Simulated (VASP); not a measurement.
A run of VASP 6.6.1 is set up as follows.

File INCAR:

```
PREC = Accurate ; ENCUT = 520
EDIFF = 1E-8 ; ISMEAR = 0
SIGMA = 0.03 ; LREAL = F
LASPH = T ; NELM = 80
ALGO = Normal ; ISIF = 2
LWAVE = F ; LCHARG = F
GGA = PE ; LEPSILON = T
KPAR = 4
```

The input KPOINTS:

```
regular mesh
0
Gamma
  12 12 3
```

File POSCAR:

```
MoSe2                                   
1.0
    3.2786626285      0.0000000000      0.0000000000
   -1.6393313142      2.8394051267      0.0000000000
    0.0000000000      0.0000000000     12.7250115930
  Mo              Se            
     2     4
Direct
     0.3333333332999970    0.6666666667000030    0.2500000000000000
     0.6666666667000030    0.3333333332999970    0.7500000000000000
     0.3333333332999970    0.6666666667000030    0.6183309793776672
     0.6666666667000030    0.3333333332999970    0.1183309793776672
     0.3333333332999970    0.6666666667000030    0.8816690206223328
     0.6666666667000030    0.3333333332999970    0.3816690206223328
```

Potentials or basis: VASP PAW PBE potentials, release 64 (Mo_sv, Se).

Run with:

```bash
$ cat potpaw_PBE.64/Mo_sv/POTCAR potpaw_PBE.64/Se/POTCAR > POTCAR
$ mpirun -np 4 vasp_std > vasp.out
```

Q: Estimate the electronic dielectric tensor (diagonal).

A: 17.09, 17.09, 8.95.

Q: Estimate the Born charges (mean of the diagonal).

A: Mo -1.57; Se +0.78 e.

Q: Predict the band gap on the k mesh.

A: 0.76 eV, indirect (least direct gap 1.46 eV).

Electronic dielectric tensor:
```
17.09  0.00  0.00
 0.00 17.09  0.00
 0.00  0.00  8.95
```

Caveat: an odd mesh through Γ misses points on the zone boundary, where band edges often lie.
